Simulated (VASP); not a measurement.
# AlN (Fm-3m) in VASP: dielectric tensor with PBE

Aim: the dielectric tensor of AlN with PBE.

The COD entry that gives the cell may itself be a prediction, so a difference from it is no test against experiment.

Everything below comes from runs of VASP 6.6.1. Logs are shortened: lines on timing, memory, paths and dates and some standing lists are left out, and cuts for length are marked.

### 1 Starting point

It takes space group Fm-3m (No. 225, cubic). Conventional cell: a = 3.938 Å, b = 3.938 Å, c = 3.938 Å, α = 90.00°, β = 90.00°, γ = 90.00°. Around Al (site symmetry m-3m) lie 6 N at 1.97 Å. Around N (site symmetry m-3m) lie 6 Al at 1.97 Å.

Measurements of this composition are mostly on another form, of space group No. 186.

### 2 Dielectric tensor, PBE

Contents of INCAR:

```
ALGO = Fast
EDIFF = 1E-8
ENCUT = 520
GGA = PE
ISIF = 2
ISMEAR = 0
LASPH = True
LCHARG = False
LEPSILON = True
LREAL = False
LWAVE = False
NELM = 100
PREC = Accurate
SIGMA = 0.01
```

Contents of KPOINTS:

```
k-points
0
Gamma
  8 8 8
```

Contents of POSCAR:

```
AlN
1.0
    0.0000000000      1.9690000000      1.9690000000
    1.9690000000      0.0000000000      1.9690000000
    1.9690000000      1.9690000000      0.0000000000
Al N
1 1
Direct
    0.0000000000      0.0000000000      0.0000000000
    0.5000000000      0.5000000000      0.5000000000
```

Potentials or basis: VASP PAW PBE potentials, release 64 (Al, N).

Run with:

```
$ cat potpaw_PBE.64/Al/POTCAR potpaw_PBE.64/N/POTCAR > POTCAR
$ mpirun -np 1 vasp_std > vasp.out
```

OUTCAR:

```text
EDIFF = 1E-8
   ENCUT = 520
   GGA = PE
   ISIF = 2
   ISMEAR = 0
   LASPH = True
   LEPSILON = True
   LREAL = False
   NELM = 100
   PREC = Accurate

 ion  position               nearest neighbor table
   1  0.000  0.000  0.000-   2 1.97   2 1.97   2 1.97   2 1.97   2 1.97   2 1.97
   2  0.500  0.500  0.500-   1 1.97   1 1.97   1 1.97   1 1.97   1 1.97   1 1.97

  LATTYP: Found a face centered cubic cell.
 ALAT       =     3.9380000000

  Lattice vectors:

 A1 = (   0.0000000000,   1.9690000000,   1.9690000000)
 A2 = (   1.9690000000,   0.0000000000,   1.9690000000)
 A3 = (   1.9690000000,   1.9690000000,   0.0000000000)

Analysis of symmetry for initial positions (statically):
=====================================================================
 Subroutine PRICEL returns:
 Original cell was already a primitive cell.

 Routine SETGRP: Setting up the symmetry group for a
 face centered cubic supercell.

 Subroutine GETGRP returns: Found 48 space group operations
 (whereof 48 operations were pure point group operations)
 out of a pool of 48 trial point group operations.

The static configuration has the point symmetry O_h .

Analysis of symmetry for dynamics (positions and initial velocities):
=====================================================================
 Subroutine PRICEL returns:
 Original cell was already a primitive cell.

 Routine SETGRP: Setting up the symmetry group for a
 face centered cubic supercell.

 Subroutine GETGRP returns: Found 48 space group operations
 (whereof 48 operations were pure point group operations)
 out of a pool of 48 trial point group operations.

The dynamic configuration has the point symmetry O_h .

 Subroutine INISYM returns: Found 48 space group operations
 (whereof 48 operations are pure point group operations),
 and found     1 'primitive' translations

----------------------------------------------------------------------------------------

                                     Primitive cell

  volume of cell :      15.2675

  direct lattice vectors                    reciprocal lattice vectors
     0.000000000  1.969000000  1.969000000    -0.253936008  0.253936008  0.253936008
     1.969000000  0.000000000  1.969000000     0.253936008 -0.253936008  0.253936008
     1.969000000  1.969000000  0.000000000     0.253936008  0.253936008 -0.253936008

  length of vectors
     2.784586504  2.784586504  2.784586504     0.439830068  0.439830068  0.439830068

  position of ions in fractional coordinates (direct lattice)
     0.000000000  0.000000000  0.000000000
     0.500000000  0.500000000  0.500000000

  ion indices of the primitive-cell ions
   primitive index   ion index
                 1           1
                 2           2

----------------------------------------------------------------------------------------

 KPOINTS: k-points

Automatic generation of k-mesh.
 Grid dimensions read from file:
 generate k-points for:    8    8    8

 Generating k-lattice:

  Cartesian coordinates                     Fractional coordinates (reciprocal lattice)
    -0.031742001  0.031742001  0.031742001     0.125000000  0.000000000  0.000000000
     0.031742001 -0.031742001  0.031742001     0.000000000  0.125000000  0.000000000
     0.031742001  0.031742001 -0.031742001     0.000000000  0.000000000  0.125000000

  Length of vectors
     0.054978758  0.054978758  0.054978758

  Shift w.r.t. Gamma in fractional coordinates (k-lattice)
     0.000000000  0.000000000  0.000000000

 Subroutine IBZKPT returns following result:
[... 76 lines left out ...]
   AEXX    =    0.0000 exact exchange contribution
   IVDW    =     0    specifies the selected vdW correction
   LEPSILON=     T    determine dielectric tensor
   LRPA    =     F    only Hartree local field effects (RPA)
 non-spin polarized calculation
 RMM-DIIS sequential band-by-band and
 Gauss-broadening in eV      SIGMA  =   0.01
  energy-cutoff  :      520.00
  volume of cell :       15.27
 maximum number of plane-waves:       428
 NGX is ok and might be reduce to    24
   NGX = 11   NGY = 11   NGZ = 11

--------------------------------------- Ionic step        1  -------------------------------------------

 number of electron       8.0000000 magnetization

 E-fermi :  11.0802     XC(G=0): -12.6611

 val. band max:       11.0248407067   @ k =   0.0000   0.0000   0.0000
 cond. band min:      16.1830127156   @ k =   0.5000   0.5000   0.0000
 fundamental gap:      5.1581720089
 Fermi energy:        11.0801831320

 k-point     1 :       0.0000    0.0000    0.0000
  band No.  band energies     occupation
      1      -7.2691      2.00000
      2      11.0248      2.00000
      3      11.0248      2.00000
      4      11.0248      2.00000
      5      17.8930      0.00000
      6      23.4441      0.00000
      7      23.4441      0.00000
      8      23.4441      0.00000
[... 243 lines left out ...]
 k-point    24 :      -0.3750    0.2500    0.1250
  band No.  band energies     occupation
      1      -3.1326      2.00000
      2       3.1217      2.00000
      3       7.0323      2.00000
      4       8.8594      2.00000
      5      20.0090      0.00000
      6      20.2766      0.00000
      7      24.1506      0.00000
      8      24.6537      0.00000

 [... further k-points ...]

  FORCE on cell =-STRESS in cart. coord.  units (eV):
  Direction    XX          YY          ZZ          XY          YZ          ZX
  --------------------------------------------------------------------------------------
  -------------------------------------------------------------------------------------
  Total        2.8698397      2.8698397      2.8698397      0.0000000      0.0000000     -0.0000000
  in kB      301.1626223    301.1626223    301.1626223      0.0000000      0.0000000     -0.0000000
  external PRESSURE =     301.1626223 kB  Pullay stress =       0.0000000 kB

 VOLUME and BASIS-vectors are now :
 -----------------------------------------------------------------------------
  energy-cutoff  :      520.00
  volume of cell :       15.27
      direct lattice vectors                 reciprocal lattice vectors
     0.000000000  1.969000000  1.969000000    -0.253936008  0.253936008  0.253936008
     1.969000000  0.000000000  1.969000000     0.253936008 -0.253936008  0.253936008
     1.969000000  1.969000000  0.000000000     0.253936008  0.253936008 -0.253936008

 POSITION                                       TOTAL-FORCE (eV/Angst)
 -----------------------------------------------------------------------------------
      0.00000      0.00000      0.00000         0.000000     -0.000000      0.000000
      1.96900      1.96900      1.96900        -0.000000      0.000000     -0.000000
 -----------------------------------------------------------------------------------
    total drift:                               -0.000000     -0.000000      0.000000

  FREE ENERGIE OF THE ION-ELECTRON SYSTEM (eV)
  ---------------------------------------------------
  free  energy   TOTEN  =       -14.4078485468 eV

  energy  without entropy=      -14.4078485468  energy(sigma->0) =      -14.40784855

 HEAD OF MICROSCOPIC STATIC DIELECTRIC TENSOR (INDEPENDENT PARTICLE, excluding Hartree and local field effects)
 ------------------------------------------------------
           5.053667    -0.000000    -0.000000
          -0.000000     5.053667    -0.000000
           0.000000     0.000000     5.053667
 ------------------------------------------------------

 Free energy of the ion-electron system (eV)
  ---------------------------------------------------
  ---------------------------------------------------
  free energy    TOTEN  =        -0.17932380 eV

  energy without entropy =       -0.17932380

------------------------ aborting loop because EDIFF is reached ----------------------------------------

--------------------------------------- Ionic step        2  -------------------------------------------

------------------------ aborting loop because EDIFF is reached ----------------------------------------

--------------------------------------- Ionic step        3  -------------------------------------------

 Free energy of the ion-electron system (eV)
  ---------------------------------------------------
  ---------------------------------------------------
  free energy    TOTEN  =        -0.17932379 eV

  energy without entropy =       -0.17932379

------------------------ aborting loop because EDIFF is reached ----------------------------------------

 PIEZOELECTRIC TENSOR FIELD DIRECTION 3  (e Angst)
 -----------------------------------------------------------------------------
     0.00018  0.00000  0.00000           ( -0.00001  0.00000 -0.00000)
     0.00000  0.00018 -0.00000           (  0.00000 -0.00001  0.00000)
    -0.00000  0.00000 -0.00069           ( -0.00000  0.00000 -0.00001)

 PIEZOELECTRIC TENSOR FIELD DIRECTION 3  (C/m^2)
 -----------------------------------------------------------------------------
     0.00019  0.00000  0.00000
     0.00000  0.00019 -0.00000
    -0.00000  0.00000 -0.00073

 MACROSCOPIC STATIC DIELECTRIC TENSOR (including local field effects in DFT)
 ------------------------------------------------------
           4.920234     0.000000    -0.000000
          -0.000000     4.920234     0.000000
          -0.000000    -0.000000     4.920234
 ------------------------------------------------------

 PIEZOELECTRIC TENSOR (including local field effects)  for field in x, y, z        (e  Angst)
          XX          YY          ZZ          XY          YZ          ZX
  --------------------------------------------------------------------------------
  x     0.00000     0.00000     0.00000     0.00000     0.00000     0.00000
  y     0.00000     0.00000     0.00000     0.00000     0.00000     0.00000
  z     0.00000     0.00000     0.00000     0.00000     0.00000     0.00000

 PIEZOELECTRIC TENSOR (including local field effects)  for field in x, y, z        (C/m^2)
          XX          YY          ZZ          XY          YZ          ZX
  --------------------------------------------------------------------------------
  x     0.00000     0.00000     0.00000     0.00000     0.00000     0.00000
  y     0.00000     0.00000     0.00000     0.00000     0.00000     0.00000
  z     0.00000     0.00000     0.00000     0.00000     0.00000     0.00000

 BORN EFFECTIVE CHARGES (including local field effects) (in |e|, cummulative output)
 ---------------------------------------------------------------------------------
 ion    1
    1     2.90175    -0.00000    -0.00000
    2     0.00000     2.90175    -0.00000
    3    -0.00000    -0.00000     2.90175
 ion    2
    1    -2.90175     0.00000     0.00000
    2    -0.00000    -2.90175     0.00000
    3     0.00000     0.00000    -2.90175
```

Run time: 35 s. Hardware: 1 thread of AMD EPYC 9R45 (Zen 5), shared host; peak memory 0.12 GiB.

What came out:

```
Band gap on the k mesh                  : 5.16 eV, indirect (least direct gap 6.87 eV)
Electronic dielectric tensor (diagonal) : 4.92
Born charges (mean of the diagonal)     : Al +2.90; N -2.90 e
```

Electronic dielectric tensor:
```
4.92 0.00 0.00
0.00 4.92 0.00
0.00 0.00 4.92
```

Born effective charge tensors (e):
atom 1, Al
```
2.90 0.00 0.00
0.00 2.90 0.00
0.00 0.00 2.90
```
atom 2, N
```
-2.90  0.00  0.00
 0.00 -2.90  0.00
 0.00  0.00 -2.90
```

A k mesh can miss the band edges. Expect the measured gap to be larger: semilocal functionals such as PBE lack the derivative discontinuity.
